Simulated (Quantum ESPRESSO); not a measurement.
Crystal: AlAu.

```
Au Al
1.0
     3.22394    0.00000    0.00000
     0.00000    3.22394    0.00000
     0.00000    0.00000    3.22394
Au Al
1 1
Cartesian
  1.6120 1.6120 1.6120
  0.0000 0.0000 0.0000
```

The cell comes from a database or a generator and needn't be the stable form of this composition.

| Property | Result |
| --- | --- |
| Program | Quantum ESPRESSO 7.5 |
| Task | Hubbard U by linear response |
| Functional | PBEsol |
| Potentials or basis | GBRV 1.5 PBEsol |
| Cutoff | 612 eV |
| Density cutoff | 4898 eV |
| k mesh | 6 × 6 × 6 |
| Occupations | cold, width 0.2 eV |
| Spin | no spin polarisation |
| Hubbard terms | Au d U = 0.0001 eV |
| Start of the occupations | default |
| Hubbard projectors | ortho-atomic |
| Mixing beta | 0.3 |
| Most SCF iterations | 120 |
| SCF threshold | 4e-10 Ry |
| q mesh | 3 × 3 × 3 |

Problem. What Hubbard parameters does linear response give?

Solution. U = 8.33 eV on Au 5d. The values belong to these projectors, potentials and this ground state, and don't carry over to other codes.

Hubbard U from linear response:
| site | manifold | U (eV) |
| --- | --- | --- |
| 1 | Au-5d | 8.33 |
On the first site the bare response is -0.106 and the screened one -0.056 eV⁻¹.

Eigenvalues of the final occupation matrices:
```tsv
site	spin	trace	eigenvalues
Au 1 5d	each	4.78	0.94 0.94 0.94 0.98 0.98
```

Caveat: the k mesh is coarse; U without spin polarisation on a metal has little footing; the U is typed as a test and isn't derived for this compound.
